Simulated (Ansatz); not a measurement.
Deforming Al$_{2}$Pt

```
Al Pt
1.0
     0.00000    2.95500    2.95500
     2.95500    0.00000    2.95500
     2.95500    2.95500    0.00000
Al Pt
2 1
Direct
  0.25000 0.25000 0.25000
  0.75000 0.75000 0.75000
  0.00000 0.00000 0.00000
```

Atom numbers follow the list: Al1, Al2, Pt3.

The geometry is COD entry 9009032, unchecked; take it as a test cell.

No spin–orbit coupling, which matters for the heavy atoms here.

The calculation used DFT, LDA, all-electron PAW with datasets made for the crystal, scalar-relativistic (Ansatz 0.2.0).

Settings: a Γ-centred 12×12×12 k mesh, Fermi–Dirac smearing of 0.08 eV, cutoff 260 eV (chosen by the program for this cell), no spin polarisation.

The unchanged cell is at -3.92 GPa.

In a metal, stresses and small energies carry noise from the k mesh.

x, y and z are the Cartesian axes of the cell as listed; fractional coordinates follow a strain, and an engineering shear is twice the off-diagonal strain component.

Task: With this change (equal xy, yz and zx engineering shear strains of -2 %), what becomes of the energy and stress and forces?

Result: Energy change +6 meV/atom; stress change (xx, yy, zz, yz, xz, xy) 0.17, 0.17, 0.17, 1.84, 1.84, 1.84 GPa, compression positive; change of the force on Al1 (0.152, 0.152, 0.152) eV/Å.

Task: With this change (equal xy, yz and zx engineering shear strains of -1 %), what becomes of the energy and stress and forces?

Result: Energy change +1 meV/atom; stress change (xx, yy, zz, yz, xz, xy) 0.04, 0.04, 0.04, 0.88, 0.88, 0.88 GPa, compression positive; change of the force on Al2 (-0.073, -0.073, -0.073) eV/Å.

With equal xy, yz and zx engineering shear strains of +1 %: energy change +1 meV/atom; stress change (xx, yy, zz, yz, xz, xy) 0.04, 0.04, 0.04, -0.80, -0.80, -0.80 GPa, compression positive; change of the force on Al1 (-0.069, -0.069, -0.069) eV/Å.

Task: With this change (equal xy, yz and zx engineering shear strains of +2 %), what becomes of the energy and stress and forces?

Result: Energy change +5 meV/atom; stress change (xx, yy, zz, yz, xz, xy) 0.16, 0.16, 0.16, -1.55, -1.55, -1.55 GPa, compression positive; change of the force on Al1 (-0.133, -0.133, -0.133) eV/Å.
